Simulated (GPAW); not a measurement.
# BaTiO3 (Barioperovskite) (Amm2) in GPAW: a series of runs

The runs below take BaTiO3 (Barioperovskite) through single point, with LDA.

Everything below comes from runs of GPAW 26.7.0. Logs are shortened: lines on timing, memory, paths and dates and some standing lists are left out, and cuts for length are marked. The log counts tension as positive stress, the text compression.

## Step 1: The crystal as given

Symmetry: Amm2, No. 38, orthorhombic system. Conventional cell: a = 3.986 Å, b = 5.674 Å, c = 5.690 Å, α = 90.00°, β = 90.00°, γ = 90.00°. Ba (site symmetry mm2) is surrounded by 12 O at 2.77 to 2.92 Å. Ti (site symmetry mm2) has 6 O at 1.93 to 2.09 Å as nearest neighbours. O (site symmetry m) has 2 Ti at 1.93 to 2.09 Å as nearest neighbours. Around O (site symmetry mm2) lie 2 Ti at 2.00 Å.

## Step 2: Single point, LDA

Input file run.py:

```python
from ase.dft.bandgap import bandgap
from ase.io import read, write
from ase.units import GPa
from gpaw import GPAW, PW

atoms = read('POSCAR')

calc = GPAW(mode=PW(800),
            xc='LDA',
            kpts={'size': (7, 7, 7), 'gamma': True},
            occupations={'name': 'fermi-dirac', 'width': 0.05},
            nbands=36,
            convergence={'density': 1e-05, 'energy': 1e-05},
            maxiter=150,
            txt='gpaw.txt')
atoms.calc = calc
energy = atoms.get_potential_energy()
forces = atoms.get_forces()
stress = atoms.get_stress()
calc.write('gs.gpw')
write('result.traj', atoms)
print(f'Energy: {energy:.6f} eV')
print('Forces (eV/A):')
print(forces.round(4))
print('Stress (GPa):', (stress / GPa).round(3))
print('Fermi level:', round(calc.get_fermi_level(), 4), 'eV')
print(f'Gap: {bandgap(calc)[0]:.4f} eV, direct: {bandgap(calc, direct=True)[0]:.4f} eV')
```

Input file POSCAR:

```
BaTiO3
1.0
    3.9855000000      0.0000000000      0.0000000000
    0.0000000000      2.8369000000      2.8451500000
    0.0000000000     -2.8369000000      2.8451500000
Ba Ti O
1 1 3
Direct
    0.0000000000      0.0000000000      0.0000000000
    0.5000000000      0.5124000000      0.5124000000
    0.5000000000      0.9918400000      0.5052400000
    0.5000000000      0.5052400000      0.9918400000
    0.0000000000      0.4874000000      0.4874000000
```

Potentials or basis: the program's PAW data sets (release 1.2.1) made for this functional, pw.

Started as:

```
$ OMP_NUM_THREADS=1 python run.py
```

gpaw.txt:

```text
__  _  _
 | _ |_)|_||  |
 |__||  | ||/\| - 26.7.0

Input parameters:
  mode=PW(ecut=800.0),
  convergence={'density': 1e-05, 'energy': 1e-05},
  kpts=MonkhorstPack(size=(7, 7, 7), gamma=True),
  maxiter=150,
  nbands=36,
  occupations=Occupations(name='fermi-dirac', width=0.05),
  xc=XC(name='LDA')

Diagonalizing LCAO Hamiltonian
Converting LCAO to pw mode

              O
            O
        O    Ti

        Ba

Atoms  # Å, Bohr magnetons
|   | symbol |        x |         y |        z |    initial magnetic moments |
|---|--------|----------|-----------|----------|-----------------------------|
| 0 |     Ba | 0.000000 |  0.000000 | 0.000000 | ( 0.0000,  0.0000,  0.0000) |
| 1 |     Ti | 1.992750 |  0.000000 | 2.915710 | ( 0.0000,  0.0000,  0.0000) |
| 2 |      O | 1.992750 |  1.380436 | 4.259417 | ( 0.0000,  0.0000,  0.0000) |
| 3 |      O | 1.992750 | -1.380436 | 4.259417 | ( 0.0000,  0.0000,  0.0000) |
| 4 |      O | 0.000000 | -0.000000 | 2.773452 | ( 0.0000,  0.0000,  0.0000) |

Unit cell  # Å
| periodic |        x |         y |        z |  lengths |    angles |
|----------|----------|-----------|----------|----------|-----------|
|      yes | 3.985500 |  0.000000 | 0.000000 | 3.985500 | 89.833620 |
|      yes | 0.000000 |  2.836900 | 2.845150 | 4.017820 | 90.000000 |
|      yes | 0.000000 | -2.836900 | 2.845150 | 4.017820 | 90.000000 |

Number of symmetries: 4
Symmetry operations  # r_c * U_cc + t_c -> r_c
|   | kind |            matrix            |
|---|------|------------------------------|
| 0 |  E   |  1, 0, 0,  0, 1, 0,  0, 0, 1 |
| 1 |  σ   |  1, 0, 0,  0, 0, 1,  0, 1, 0 |
| 2 |  σ   | -1, 0, 0,  0, 1, 0,  0, 0, 1 |
| 3 |  C2  | -1, 0, 0,  0, 0, 1,  0, 1, 0 |

BZ-sampling:
  Number of BZ points: 343
  Number of IBZ points: 64

  Monkhorst-Pack size: [7, 7, 7]
  Monkhorst-Pack shift: [0, 0, 0]

K-points  # in reciprocal-cell coordinates
|     |                                coordinates |     weight |
|-----|--------------------------------------------|------------|
|   0 | (  0.00000000,   0.00000000,   0.00000000) | 0.00291545 |
|   1 | (  0.00000000,   0.14285714,  -0.14285714) | 0.00583090 |
|   2 | (  0.00000000,   0.14285714,   0.00000000) | 0.01166181 |
|   3 | (  0.00000000,   0.14285714,   0.14285714) | 0.00583090 |
|   4 | (  0.00000000,   0.28571429,  -0.28571429) | 0.00583090 |
|   5 | (  0.00000000,   0.28571429,  -0.14285714) | 0.01166181 |
|   6 | (  0.00000000,   0.28571429,   0.00000000) | 0.01166181 |
|   7 | (  0.00000000,   0.28571429,   0.14285714) | 0.01166181 |
|   8 | (  0.00000000,   0.28571429,   0.28571429) | 0.00583090 |
|   9 | (  0.00000000,   0.42857143,  -0.42857143) | 0.00583090 |
| ... |                                            |            |
|  63 | (  0.42857143,   0.42857143,   0.42857143) | 0.01166181 |

Plane wave coefficients: 3334
Cutoff: 800.0 eV

Spin-components: 1 (collinear spins)
Bands:           36
Projectors:      27
Spin-degeneracy: 2
Datatype:        complex128

Parallelization:
  kpt:    1
  domain: 1
  band:   1

Density:
  Valence electrons: 40.0
  Components: 1
  Grid points: [27 27 27]
  Charge: 0.0  # |e|

Potential:
  Grid points: [27 27 27]

species:
  Ba:
    name:    Barium
    Z:       56.0
    valence: 10
    core:    46
    charge:  0.0  # [|e|]
    compensation charges:
      type: gauss
      rc: 0.37  # [Å]
      lmax: 2
    cutoffs:
      filter: 2.06  # [Å]
      core: 2.33  # [Å]
    projectors
    | kind |    occ | energy [eV] | rcut [Å] |
    |------|--------|-------------|----------|
    |   5s |  2.000 |     -33.774 |    1.164 |
    |   6s |  2.000 |      -3.346 |    1.164 |
    |   5p |  6.000 |     -18.813 |    1.164 |
    |    p |        |       0.000 |    1.164 |
    |    d |        |       0.000 |    1.164 |
    |    d |        |      27.211 |    1.164 |

    Using partial waves for Ba as LCAO basis

  Ti:
    name:    Titanium
    Z:       22.0
    valence: 12
    core:    10
    charge:  0.0  # [|e|]
    compensation charges:
      type: gauss
      rc: 0.38  # [Å]
      lmax: 2
    cutoffs:
      filter: 2.23  # [Å]
      core: 1.02  # [Å]
    projectors
    | kind |    occ | energy [eV] | rcut [Å] |
    |------|--------|-------------|----------|
    |   3s |  2.000 |     -62.257 |    1.270 |
    |   4s |  2.000 |      -4.593 |    1.270 |
    |   3p |  6.000 |     -38.791 |    1.058 |
    |   4p |  0.000 |      -1.536 |    1.058 |
    |   3d |  2.000 |      -4.463 |    1.058 |
    |    d |        |      22.748 |    1.058 |

    Using partial waves for Ti as LCAO basis

  O:
    name:    Oxygen
    Z:       8.0
    valence: 6
    core:    2
    charge:  0.0  # [|e|]
    compensation charges:
      type: gauss
      rc: 0.21  # [Å]
      lmax: 2
    cutoffs:
      filter: 1.17  # [Å]
      core: 0.83  # [Å]
    projectors
    | kind |    occ | energy [eV] | rcut [Å] |
    |------|--------|-------------|----------|
    |   2s |  2.000 |     -23.752 |    0.688 |
    |   2p |  4.000 |      -9.195 |    0.598 |
    |    s |        |       3.459 |    0.688 |
    |    p |        |      18.016 |    0.598 |
    |    d |        |       0.000 |    0.619 |

    Using partial waves for O as LCAO basis

Reference energy: -250365.446817  # eV

eigensolver:
  PPCG
  Converge bands: occupied
  niter=2

density mixing:
  MSR1-Mixer
  Pratt-step length: 0.05
  Maximum mixing coefficient: 0.75
  Old densities: 10
  SVD Regularization: 0.005
  Good broyden scale: 1.0
  Trust region scale: 1.0
  Backstep threshold: 4.0
  History deletion threshold: 6.0
  Fourier metric: weight=20.0, sigma=0.015

occupation numbers:
  Fermi-Dirac:
    width: 0.0500  # eV

poisson solver:
  ecut: 6400.0  # eV

xc functional:
  name: None

convergence criteria:
- Maximum integral of absolute [dens]ity change: 1e-05 electrons / valence electron
- Maximum [total energy] change in last 3 cyles: 1e-05 eV / valence electron
- Maximum integral of absolute [eigenst]ate change: 4e-08 eV^2 / valence electron
maximum number of iterations: 150

SCF iterations
|iter     | |      energy | eigst |  dens |
|---------|-|-------------|-------|-------|
|iter:   1| |  -48.960486 | +0.26 |       |
|iter:   2| |  -47.306521 | -1.43 | -0.88 |
|iter:   3| |  -44.028850 | -0.93 | -0.95 |
|iter:   4| |  -43.831287 | -2.21 | -1.46 |
|iter:   5| |  -43.782323 | -2.90 | -1.64 |
|iter:   6| |  -43.777977 | -3.69 | -1.99 |
|iter:   7| |  -43.777968 | -4.64 | -2.81 |
|iter:   8| |  -43.777854c| -5.23 | -3.08 |
|iter:   9| |  -43.777851c| -6.43 | -3.61 |
|iter:  10| |  -43.777851c| -7.78c| -4.15 |
|iter:  11| |  -43.777851c| -8.55c| -5.11c|

Converged in 11 steps
Energy contributions relative to reference atoms: (reference = -250365.446817)

Energy contributions:
  Kinetic:          37.992012
  Coulomb:         -41.592972
  Zero:              0.758860
  External:          0.000000
  Xc:              -40.935751
  Entropy:          -0.000000
  Spinorbit:         0.000000
  ----------------------------
  Free energy:     -43.777851
  Extrapolated:    -43.777851

dipole moment: (-35.204655, -0.000000, -19.416194)  # |e|*Ang

Fermi level: 8.173
Eigenvalues  # (at kpt = [0.000, 0.000, 0.000])
| band index |      eig [eV] | occ [0-2] |
|------------|---------------|-----------|
|          0 |       -48.616 |     2.000 |
|        ... |               |           |
|         12 |         4.952 |     2.000 |
|         13 |         4.953 |     2.000 |
|         14 |         6.024 |     2.000 |
|         15 |         6.081 |     2.000 |
|         16 |         6.136 |     2.000 |
|         17 |         6.903 |     2.000 |
|         18 |         7.013 |     2.000 |
|         19 |         7.058 |     2.000 |
|         20 |         9.052 |     0.000 |
|         21 |         9.116 |     0.000 |
|         22 |         9.279 |     0.000 |
|         23 |        11.340 |     0.000 |
|         24 |        11.389 |     0.000 |
|         25 |        12.135 |     0.000 |
|         26 |        12.233 |     0.000 |
|         27 |        14.409 |     0.000 |
|        ... |               |           |
|         35 |        27.159 |     0.000 |

Gap: 1.873 eV
Transition (v -> c):
  (s=0, k=63, n=19, [0.43, 0.43, 0.43]) -> (s=0, k=0, n=20, [0.00, 0.00, 0.00])
Direct/indirect transitions are different
Direct gap: 1.994 eV
Transition at: (s=0, k=0, n=19, [0.00, 0.00, 0.00])

Forces  # eV/Ang
|       x |        y |        z |
|---------|----------|----------|
| 0.00000 | -0.00000 |  0.16377 |  # Ba   0
| 0.00000 |  0.00000 |  0.21621 |  # Ti   1
| 0.00000 | -0.04876 | -0.30130 |  # O    2
| 0.00000 |  0.04876 | -0.30130 |  # O    3
| 0.00000 |  0.00000 |  0.22255 |  # O    4

Stress tensor  # eV/Ang^3
|        x |        y |        z |
|----------|----------|----------|
| 0.044737 | 0.000000 | 0.000000 |
| 0.000000 | 0.043891 | 0.000000 |
| 0.000000 | 0.000000 | 0.047825 |

# Writing to gs.gpw (mode='')
```

stdout:

```text
Energy: -43.777851 eV
Forces (eV/A):
[[ 0.     -0.      0.1638]
 [ 0.      0.      0.2162]
 [ 0.     -0.0488 -0.3013]
 [ 0.      0.0488 -0.3013]
 [ 0.      0.      0.2225]]
Stress (GPa): [7.168 7.032 7.662 0.    0.    0.   ]
Fermi level: 8.1735 eV
Gap: 1.8728 eV, direct: 1.9938 eV
```

It took 4.1 min on 1 thread of Intel Xeon Platinum 8259CL at 2.50GHz (Skylake/Cascade Lake), shared host; peak memory 0.35 GiB.

What came out:

```yaml
Free_energy: -43.7779 eV
Pressure: -7.3 GPa
Largest_force: 0.305 eV/Å
Band_gap_on_the_k_mesh: 1.87 eV, indirect (least direct gap 1.99 eV)
```

Forces in eV/Å, atoms in the order of the input:
```
Ba   0.000  0.000  0.164
Ti   0.000  0.000  0.216
O    0.000 -0.049 -0.301
O    0.000  0.049 -0.301
O    0.000  0.000  0.223
```

Caveat: spin-orbit coupling is left out, which moves the levels of the heavy elements; an odd mesh through Γ misses points on the zone boundary, where band edges often lie.

## Step 3: Single point, LDA

run.py: that of step 2 with these lines changed.

```diff
@@ -3,3 +3,5 @@
 from ase.units import GPa
-from gpaw import GPAW, PW
+from gpaw import GPAW, PW, setup_paths
+
+setup_paths.insert(0, '.')
```

POSCAR is that of step 2.

Potentials or basis: PAW data sets generated in the run's folder for this functional, pw.

Started as:

```
$ gpaw-setup -f LDA Ba O Ti
$ OMP_NUM_THREADS=1 python run.py
```

Wall time 4.5 min (1 thread of Intel Xeon Platinum 8259CL at 2.50GHz (Skylake/Cascade Lake), shared host); peak memory 0.35 GiB.

It converged, with:

```
Free energy            : -43.7779 eV
Pressure               : -7.3 GPa
Largest force          : 0.305 eV/Å
Band gap on the k mesh : 1.87 eV, indirect (least direct gap 1.99 eV)
```

Forces on the atoms (eV/Å):
```
Ba   0.000  0.000  0.164
Ti   0.000  0.000  0.216
O    0.000 -0.049 -0.301
O    0.000  0.049 -0.301
O    0.000  0.000  0.223
```

Stress tensor (GPa, compression positive):
```
-7.17  0.00  0.00
 0.00 -7.03  0.00
 0.00  0.00 -7.66
```

Levels at points of the mesh, in eV from the valence-band top:
```csv
k point,band 17,band 18,band 19,band 20,band 21,band 22,band 23,band 24
"(0.00, 0.00, 0.00)",-1.04,-0.28,-0.17,-0.12,1.87,1.94,2.10,4.16
```

Caveat: spin-orbit coupling is left out, which moves the levels of the heavy elements; an odd mesh through Γ misses points on the zone boundary, where band edges often lie.
